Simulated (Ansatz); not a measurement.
## F (solid alpha-F2): energy against volume

Level of theory: Ansatz 0.2.0, DFT, PBE, plane waves (420 eV) with PAW, scalar-relativistic.

The cell is scaled uniformly from the relaxed one, with fractional coordinates and shape fixed. Energies are extrapolated to zero smearing, pressures are those at the given smearing. Because the bonds are stretched with the cell, B₀ of this curve lies above the true bulk modulus of such a structure. Magnetic state: spin not included.

A Birch-Murnaghan fit gives V₀ = 19.49 Å³/atom, B₀ = 34 GPa, B₀′ = 4.0.

What are the energy above the minimum and the pressure at 18.693 Å³/atom?

3.7 meV/atom and 1.54 GPa as computed.

What are the energy above the minimum and the pressure at 21.029 Å³/atom?

11.4 meV/atom and -2.23 GPa as computed.

What are the energy above the minimum and the pressure at 21.808 Å³/atom?

24.4 meV/atom and -3.05 GPa as computed.

This functional, with no dispersion term, lets the cell expand far past the measured one.
